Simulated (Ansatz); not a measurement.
# B: the cost of one run

Program: Ansatz 0.2.0. Level of theory: DFT PBEsol, scalar-relativistic, plane waves, PAW. These are calculated values, not measurements.

The COD cell was measured well above room temperature, so it is larger than a cold one.

### Step 1. Starting point

It takes space group Im-3m (No. 229, cubic). The conventional cell has a = 2.486 Å, b = 2.486 Å, c = 2.486 Å, α = 90.00°, β = 90.00°, γ = 90.00°. Around B (site symmetry m-3m) lie 8 B at 2.15 Å.

As a file:

```
CELL_PARAMETERS angstrom
-1.24296 1.24296 1.24296
1.24296 -1.24296 1.24296
1.24296 1.24296 -1.24296
ATOMIC_POSITIONS crystal
B 0.00000 0.00000 0.00000
```

This is candidate A: bcc type (Im-3m, No. 229).

(A quick probe on a coarse mesh, which set the mesh and smearing, is not shown.)

### Step 3. Coarse relaxation (candidate A)

Input file input.yaml:

```yaml
crystal:
  lattice:
    - [-1.2429643298, 1.2429643298, 1.2429643298]
    - [1.2429643298, -1.2429643298, 1.2429643298]
    - [1.2429643298, 1.2429643298, -1.2429643298]
  atoms:
    - { symbol: B, position: [0.0, 0.0, 0.0] }
basis:
  ecutwfc: 420
kpoints:
  mp_grid: { grid: [10, 10, 10] }
hamiltonian:
  xc: pbesol
scf:
  occupations: { method: gaussian, width: 0.1 }
  lower_state_search: "off"
output:
  forces: true
  stress: true
  eigenvalues: true
relax:
  adjacent_minimum: "off"
  f_tol: 0.04
  max_steps: 70
  cell: { stress_tol: 0.4 }
```

What time and memory should one allow on 1 thread of an x86-64 CPU, shared host?

About 1.1 s, with a peak of 0.28 GiB.
